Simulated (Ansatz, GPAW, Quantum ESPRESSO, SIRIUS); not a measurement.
**Ni3Ge: programs and potentials compared**

```
Ge Ni
1.0
     3.53033    0.00000    0.00000
     0.00000    3.53033    0.00000
     0.00000    0.00000    3.53033
Ge Ni
1 3
Direct
  0.00000 0.00000 0.00000
  0.50000 0.50000 0.00000
  0.00000 0.50000 0.50000
  0.50000 0.00000 0.50000
```

The cell comes from a database or a generator and needn't be the stable form of this composition.

Alike in all runs: task single point; functional PBEsol; k mesh 8 × 8 × 8; occupations fermi-dirac, width 0.05 eV; collinear spin, ferromagnetic start; no spin-orbit coupling. A missing gap at this level doesn't show that the real crystal is a metal. Pressure is positive in compression and, in plane waves, holds the error of the finite cutoff.

```tsv
program and potentials	plane-wave cutoff (eV)	notes	band gap (eV)	pressure (GPa)	net moment per atom (μB)
GPAW, PAW data sets generated for this functional	600	13 valence electrons an atom on average; this data set often lies off other programs	no gap	1.36	0.00
Quantum ESPRESSO, GBRV 1.5 PBEsol	612	17 valence electrons an atom on average	no gap	-1.19	0.00
Ansatz, all-electron LAPW, scalar-relativistic	-	-	no gap	-0.95	0.00
SIRIUS, all-electron FP-LAPW, apw+lo standard	-	-	no gap	-	0.00
```

None finds a gap. The pressure spans -1.19 (Quantum ESPRESSO, GBRV 1.5 PBEsol) to 1.36 GPa (GPAW, PAW data sets generated for this functional), with all-electron results at -0.95. All agree on the net moment per atom. The state is the one that the start led to, which needn't be the lowest.

Differences between rows come from potentials, basis sets and numerical settings, since the functional is the same but for its coding. Runs on potential files found faulty are left out.
